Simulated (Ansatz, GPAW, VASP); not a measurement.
# One calculation of GaAs, 3 ways

```
As Ga
1.0
     0.00000    2.82685    2.82685
     2.82685    0.00000    2.82685
     2.82685    2.82685    0.00000
As Ga
1 1
Cartesian
  4.2403 4.2403 4.2403
  0.0000 0.0000 0.0000
```

Alike in all runs: task single point; functional PBE; k mesh 8 × 8 × 8; occupations gaussian, width 0.018 eV; no spin polarisation; no spin-orbit coupling. Pressure is positive in compression and, in plane waves, holds the error of the finite cutoff.

| program and potentials | plane-wave cutoff (eV) | notes | band gap (eV) | pressure (GPa) |
| --- | --- | --- | --- | --- |
| VASP, PBE PAW files As, Ga_d, 520 eV | 520 | 9 valence electrons an atom on average | 0.52 | 3.46 |
| Ansatz, all-electron LAPW, scalar-relativistic | - | - | 0.52 | 3.27 |
| GPAW, GPAW PAW data sets (gpaw-data 1.2.1) | 600 | 4 valence electrons an atom on average | 0.59 | 4.33 |

The band gap spans 0.52 (VASP, PBE PAW files As, Ga_d, 520 eV) to 0.59 eV (GPAW, GPAW PAW data sets (gpaw-data 1.2.1)), with all-electron results at 0.52. The pressure spans 3.27 (Ansatz, all-electron LAPW, scalar-relativistic) to 4.33 GPa (GPAW, GPAW PAW data sets (gpaw-data 1.2.1)), with all-electron results at 3.27. Spin-orbit coupling, left out here, moves the band edges of heavy atoms.

Differences between rows come from potentials, basis sets and numerical settings, since the functional is the same but for its coding. Runs on potential files found faulty are left out.

All three runs put GaAs under compression at this cell, which is close to the experimental one. PBE underbinds the crystal and favours a larger lattice constant, so the positive pressure is expected and doesn't point to a real stress in the material. The gap is far below the measured one, chiefly because a semilocal Kohn-Sham gap lacks the derivative discontinuity. Relaxing the cell with PBE would narrow it further, since the conduction-band minimum at Γ is an antibonding s-like state that falls quickly as the bonds lengthen.

VASP matches the all-electron gap of 0.52 eV and comes close in pressure, while GPAW lies higher in both. The valence counts show that the Ga 3d shell is active in VASP but frozen in GPAW; the missing p-d repulsion, which would otherwise raise the valence-band top, may explain the wider gap, alongside other differences between the data sets. The agreement between VASP and the all-electron run supports the numerical treatment of PBE, not the accuracy of PBE for the gap of GaAs.
